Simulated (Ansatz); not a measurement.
Predict the output of the script below (Ansatz's Python interface).

`cdte.py`
```python
"""Convergence of CdTe with the k-point mesh."""

import warnings

import ansatz as az
from ase import Atoms
import matplotlib.pyplot as plt


def main() -> None:
    warnings.simplefilter("ignore", az.DeckWarning)

    atoms = Atoms(
        ["Cd", "Te"],
        scaled_positions=[
            (0.0, 0.0, 0.0),
            (0.25, 0.25, 0.25),
        ],
        cell=[
            (0.0, 3.205, 3.205),
            (3.205, 0.0, 3.205),
            (3.205, 3.205, 0.0),
        ],
        pbc=True,
    )
    system = az.Crystal.from_ase(atoms)

    base = (
        system.calculation()
        .pseudopotentials("paw", azcp={"folder": "soft_1"})
        .occupations(az.OccupationsMethod.FIXED)
        .functional(az.Functional.PBESOL)
        .stress()
    )

    rows = []
    for value in [(2, 2, 2), (4, 4, 4), (6, 6, 6), (8, 8, 8)]:
        data = base.kpoints(*value).run(threads=1).report
        rows.append((value, data["free_energy_ev"] / len(data["lattice"]["sites"]), data["n_iterations"], sum(data["stress_gpa"][i][i] for i in range(3)) / 3, data["n_kpoints"]))

    print("        mesh   F/atom (eV)    iterations       P (GPa)      k-points")
    for row in rows:
        print(f"{str(row[0]):>12s}  {row[1]:12.5f}  {row[2]:12d}  {row[3]:12.3f}  {row[4]:12d}")

    # the last row is the reference
    for row in rows[:-1]:
        shift = 1000 * (row[1] - rows[-1][1])
        print(f"{row[0]}: {shift:+.2f} meV/atom" + ("  (within 2 meV)" if abs(shift) < 2 else ""))
    plt.figure(figsize=(4.5, 3))
    plt.plot([str(row[0]) for row in rows], [1000 * (row[1] - rows[-1][1]) for row in rows], "o-")
    plt.xlabel("mesh")
    plt.ylabel("F - F(last) (meV/atom)")
    plt.tight_layout()
    plt.savefig("kconv.png", dpi=100)


if __name__ == "__main__":
    main()
```

```console
$ python cdte.py
        mesh   F/atom (eV)    iterations       P (GPa)      k-points
   (2, 2, 2)   -7542.56209             7         5.691             3
   (4, 4, 4)   -7543.20791             7         1.937             8
   (6, 6, 6)   -7543.23963             7         1.694            16
   (8, 8, 8)   -7543.24272             7         1.673            29
(2, 2, 2): +680.63 meV/atom
(4, 4, 4): +34.81 meV/atom
(6, 6, 6): +3.09 meV/atom
```

What to keep in mind:
- Of the deposited cell: the entry's cell lengths or inner coordinates differ somewhat from later room-temperature determinations.
- The PAW files read here were made with PBE, not with each functional that runs on them.
- Pressure is positive in compression.
- The structure is a deposited one; some such entries were measured under pressure or heat, so a shift against it needn't be the functional's error alone.
- Shifts are counted from the finest mesh, which is itself no proven limit.
- The script silences the warnings on its input, which a real study should read.
- Processor time in the engine: 4.3 s on 1 thread of Intel(R) Xeon(R) Processor @ 2.30GHz (shared host), peak memory 0.57 GiB.
